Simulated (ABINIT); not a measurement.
Input of an ABINIT 10.8.3 (patched build) run:

The input run.abi:

```
# Pseudopotentials
pp_dirpath "./"
pseudos "Sn.GGA_PBE-JTH.xml"

# Structure
acell 3*1.0
rprim
    -3.8346122418     3.8346122418     3.1383815391
     3.8346122418    -3.8346122418     3.1383815391
     3.8346122418     3.8346122418    -3.1383815391
ntypat 1
znucl 50
natom 1
typat 1
xred
     0.0000000000     0.0000000000     0.0000000000

# Plane-wave basis
ecut 26.0
pawecutdg 48.0

# k points
kptopt 1
ngkpt 10 10 10
nshiftk 1
shiftk 0.0 0.0 0.0

# Exchange and correlation
ixc -497498
usekden 1
pawxcdev 0

# Bands and occupations
nband 11
occopt 3
tsmear 0.00183747

# SCF cycle
nstep 100
tolvrs 1.0e-7

# Output
iomode 3
prtwf 0
prteig 0
prtebands 0
enunit 1
prtden 1
prtvha 1
prtvclmb 1
prtpot 1
```

Potentials or basis: JTH PAW PBE v2.0.

The run is started by

```console
$ abinit run.abi > log 2>&1
```

(1) What does it give for the pressure?

(2) Estimate the band gap on the k mesh.

Answers

(1) -0.7 GPa.

(2) none (metal or under the smearing width).

Caveat: the PAW data sets were made with another functional, which shifts forces and pressure a little.
